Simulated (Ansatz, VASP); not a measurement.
## One calculation of HfN, two programs

```
Hf N
1.0
     0.00000    2.25116    2.25116
     2.25116    0.00000    2.25116
     2.25116    2.25116    0.00000
Hf N
1 1
Direct
  0.00000 0.00000 0.00000
  0.50000 0.50000 0.50000
```

Alike in both runs: functional PBEsol; k mesh 16 × 16 × 16; occupations fermi-dirac, width 0.15 eV; no spin polarisation.

Ansatz relaxed the structure, and its values are those at the end. VASP's run is a single point on that final structure, the one shown.

|  | VASP | Ansatz |
| --- | --- | --- |
| version | VASP 6.6.1 | Ansatz 0.2.0 |
| potentials or method | VASP PAW PBE potentials, release 64 (Hf_pv, N) | scalar-relativistic, plane waves, PAW |
| plane-wave cutoff (eV) | 520 | 420 |
| valence electrons in the cell | 15 | 31 |

|  | VASP | Ansatz | Ansatz less VASP |
| --- | --- | --- | --- |
| gap on the k mesh at the Fermi level (eV) | none | none | - |
| pressure (GPa) | -2.2 | 0.0 | +2.18 |

A gap of «none» marks a metal or a gap that the smearing closes. The two sets of potentials don't hold the same shells in valence.

Caveats: the PAW data sets were made with another functional, which shifts forces and pressure a little (VASP). The runs have no spin-orbit coupling, so splittings on Hf are missing.
